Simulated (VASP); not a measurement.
Write the native input for VASP 6.6.1 that does the following.

```yaml
Task: relaxation of cell and atoms
Functional: PBE
Potentials_or_basis: VASP PAW PBE potentials, release 64 (V_sv, N)
Cutoff: 600 eV
k_mesh: 18 × 18 × 18
Occupations: methfessel-paxton, width 0.1 eV
Spin: no spin polarisation
Further_INCAR_settings: ALGO = Normal; EDIFF = 1e-06; IBRION = 2; EDIFFG = -0.005; NSW = 40; ISIF = 3
```

The structure of VN lies in POSCAR:

```
VN
1.0
    0.0000000000      2.0400000000      2.0400000000
    2.0400000000      0.0000000000      2.0400000000
    2.0400000000      2.0400000000      0.0000000000
V N
1 1
Direct
    0.0000000000      0.0000000000      0.0000000000
    0.5000000000      0.5000000000      0.5000000000
```

The cell was built by a generator and needn't be a form met in nature.

The input as run:

INCAR

```
SYSTEM = VN
PREC = Accurate
ENCUT = 600
EDIFF = 1E-6
ISMEAR = 1
SIGMA = 0.1
LREAL = .False.
LASPH = .True.
NELM = 120
ALGO = Normal
ISIF = 3
LWAVE = .False.
LCHARG = .False.
GGA = PE
IBRION = 2
NSW = 40
EDIFFG = -0.005
```

KPOINTS

```
Automatic mesh
0
Gamma
  18 18 18
  0 0 0
```

Potentials or basis: VASP PAW PBE potentials, release 64 (V_sv, N).

The run is started by

```console
$ cat potpaw_PBE.64/V_sv/POTCAR potpaw_PBE.64/N/POTCAR > POTCAR
$ mpirun -np 1 vasp_std > vasp.out
```

Results of the run:

The relaxed volume is 8.73 Å³/atom. The relaxed cell is a = 2.912 Å, b = 2.912 Å, c = 2.912 Å, α = 60.00°, β = 60.00°, γ = 60.00°. The space group after relaxing (to 0.05 Å) is Fm-3m (No. 225). The energy gained by relaxing is 7.2 meV/atom and the ionic steps are 4. The pressure after relaxing is 0.0 GPa.

Caveat: the run has no spin polarisation, though such a crystal can be magnetic.

Wall time 40 s on 1 thread of Intel(R) Xeon(R) 6975P-C (Granite Rapids), with other jobs on the host, peak memory 0.18 GiB.
